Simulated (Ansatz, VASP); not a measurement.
# SnO2: VASP beside Ansatz

```
Sn O
1.0
    -4.73800   -4.73800    3.18650
    -4.73800    4.73800    3.18650
    -9.47600    0.00000   -6.37300
Sn O
16 32
Direct
  0.00000 0.00000 0.00000
  0.25000 0.25000 0.75000
  0.50000 0.50000 0.00000
  0.50000 0.50000 0.50000
  0.75000 0.75000 0.25000
  0.75000 0.75000 0.75000
  0.00000 0.00000 0.50000
  0.25000 0.25000 0.25000
  0.75000 0.25000 0.75000
  0.00000 0.50000 0.50000
  0.25000 0.75000 0.75000
  0.25000 0.75000 0.25000
  0.50000 0.00000 0.00000
  0.50000 0.00000 0.50000
  0.75000 0.25000 0.25000
  0.00000 0.50000 0.00000
  0.76967 0.07677 0.92322
  0.01968 0.32677 0.67322
  0.26967 0.57678 0.92322
  0.26967 0.57678 0.42323
  0.51967 0.82678 0.17322
  0.51967 0.82678 0.67322
  0.76967 0.07677 0.42323
  0.01968 0.32677 0.17322
  0.67322 0.48033 0.82678
  0.92322 0.73033 0.57678
  0.17322 0.98033 0.82678
  0.17322 0.98033 0.32677
  0.42323 0.23033 0.07677
  0.42323 0.23033 0.57678
  0.67322 0.48033 0.32677
  0.92322 0.73033 0.07677
  0.48033 0.17322 0.82678
  0.73033 0.42323 0.57678
  0.98033 0.67322 0.82678
  0.98033 0.67322 0.32677
  0.23033 0.92322 0.07677
  0.23033 0.92322 0.57678
  0.48033 0.17322 0.32677
  0.73033 0.42323 0.07677
  0.82678 0.01968 0.67322
  0.07677 0.26967 0.42323
  0.32677 0.51967 0.67322
  0.32677 0.51967 0.17322
  0.57678 0.76967 0.92322
  0.57678 0.76967 0.42323
  0.82678 0.01968 0.17322
  0.07677 0.26967 0.92322
```

Alike in both runs: task single point; functional PBE; k mesh 2 × 2 × 1; occupations gaussian, width 0.05 eV; no spin polarisation.

|  | VASP | Ansatz |
| --- | --- | --- |
| version | VASP 6.6.1 | Ansatz 0.2.0 |
| potentials or method | VASP PAW PBE potentials, release 64 (Sn_d, O) | scalar-relativistic, plane waves, PAW |
| plane-wave cutoff (eV) | 520 | 420 |
| valence electrons in the cell | 416 | 416 |

Ansatz gave:

```
gap on the k mesh at the Fermi level (eV) : 1.28
rms of the force components (eV/Å)        : 0.122
```

Q: What did VASP give for the same quantities?

A: gap on the k mesh at the Fermi level (eV): 1.27; rms of the force components (eV/Å): 0.131.

Atom by atom the forces differ by 0.009 eV/Å (rms over components). With one functional, cell and mesh, what is left measures potentials, basis and numerics.

Caveats: the k mesh is coarse (spacing up to 0.59 Å⁻¹), so the values aren't converged; spin-orbit coupling is left out, which moves the levels of the heavy elements. Expect the measured gap to be larger: semilocal functionals such as PBE lack the derivative discontinuity.
